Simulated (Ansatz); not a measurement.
# Ta2Si: the cost of one run

Computed with Ansatz 0.2.0 (DFT PBE, scalar-relativistic, plane waves, PAW, unless a step's input says otherwise).

### Step 1. The starting structure

It takes space group P6_3/mmc (No. 194, hexagonal). Conventional cell: a = 3.325 Å, b = 3.325 Å, c = 8.573 Å, α = 90.00°, β = 90.00°, γ = 120.00°. Ta (site symmetry 3m) has 3 Ta at 2.09 Å and 4 Si at 2.55 to 2.59 Å as nearest neighbours. Si (site symmetry -6m2) has 8 Ta at 2.55 to 2.59 Å as nearest neighbours.

As a file:

```
Ta Si
1.0
     3.32470    0.00000    0.00000
    -1.66235    2.87927    0.00000
     0.00000    0.00000    8.57313
Ta Si
4 2
Direct
  0.33333 0.66667 0.54800
  0.66667 0.33333 0.04800
  0.33333 0.66667 0.95200
  0.66667 0.33333 0.45200
  0.33333 0.66667 0.25000
  0.66667 0.33333 0.75000
```

Recipe of the guess: species swapped into a database cell of ReB2 (P6_3/mmc, No. 194), with Si on the Re sites and Ta on the B sites. The dimensions are guesses.

### Step 2. Probe: one point on a coarse mesh

input.yaml reads:

```yaml
crystal:
  lattice:
    - [3.32469594, 0.0, 0.0]
    - [-1.66234797, 2.87927115, 0.0]
    - [0.0, 0.0, 8.57312978]
  atoms:
    - { symbol: Ta, position: [0.33333333, 0.66666667, 0.54799998] }
    - { symbol: Ta, position: [0.66666667, 0.33333333, 0.04799998] }
    - { symbol: Ta, position: [0.33333333, 0.66666667, 0.95200002] }
    - { symbol: Ta, position: [0.66666667, 0.33333333, 0.45200002] }
    - { symbol: Si, position: [0.33333333, 0.66666667, 0.25] }
    - { symbol: Si, position: [0.66666667, 0.33333333, 0.75] }
basis:
  ecutwfc: 420
kpoints:
  mp_grid: { grid: [6, 6, 2] }
hamiltonian:
  xc: pbe
scf:
  occupations: { method: gaussian, width: 0.1 }
  lower_state_search: "off"
output:
  forces: true
  stress: true
  eigenvalues: true
```

On the command line:

```
$ ansatz run input.yaml --threads 1 --pin off --max-ram 2560MiB --backend cpu --events-out ev --progress --plain --runs-dir out
```

**Question.** How long does this run take on 1 thread of Intel Xeon 6975P-C (Granite Rapids), shared host, and how much memory does it need?

About 1.4 s, with a peak of 0.38 GiB.
